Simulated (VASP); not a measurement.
Write the native input for VASP 6.6.1 that does the following.

```
Task                   : single point
Functional             : PBE
Potentials or basis    : VASP PAW PBE potentials, release 64 (Sr_sv)
Cutoff                 : 520 eV
k mesh                 : 12 × 12 × 6
Occupations            : gaussian, width 0.15 eV
Spin                   : no spin polarisation
Dipole correction      : no
Further INCAR settings : ALGO = Fast; EDIFF = 1e-07; NBANDS = 17
```

The structure of Sr lies in POSCAR:

```
Sr
1.0
    4.8865812873      0.0000000000      0.0000000000
   -2.4432906437      3.4187866965      0.0000000000
    0.0000000000      0.0000000000      6.5223838647
Sr
2
Direct
    0.3333333333      0.6666666667      0.2500000000
    0.6666666667      0.3333333333      0.7500000000
```

This isn't the form of Sr at room conditions, which is fcc.

The cell isn't the ideal one: strain +e along x and -e along y +0.1100, strain +e along z and -e/2 along x and y -0.0700.

One way to write it, as run:

INCAR

```
SYSTEM = Sr
  ALGO = Fast
  EDIFF = 1E-7
  ENCUT = 520
  GGA = PE
  ISIF = 2
  ISMEAR = 0
  LASPH = .TRUE.
  LCHARG = .FALSE.
  LREAL = .FALSE.
  LWAVE = .FALSE.
  NBANDS = 17
  NELM = 100
  PREC = Accurate
  SIGMA = 0.15
```

KPOINTS

```
k-points
0
G
  12 12 6
  0 0 0
```

Potentials or basis: VASP PAW PBE potentials, release 64 (Sr_sv).

Command:

```bash
$ cat potpaw_PBE.64/Sr_sv/POTCAR > POTCAR
$ mpirun -np 1 vasp_std > vasp.out
```

Results of the run:

| Item | Value |
| --- | --- |
| Pressure | 0.3 GPa |
| Largest force | 0.284 eV/Å |
| Band gap on the k mesh | none (metal or under the smearing width) |

It took 5.5 min on 1 thread of Intel(R) Xeon(R) Platinum 8488C (Sapphire Rapids), on a shared host, peak memory 0.42 GiB.
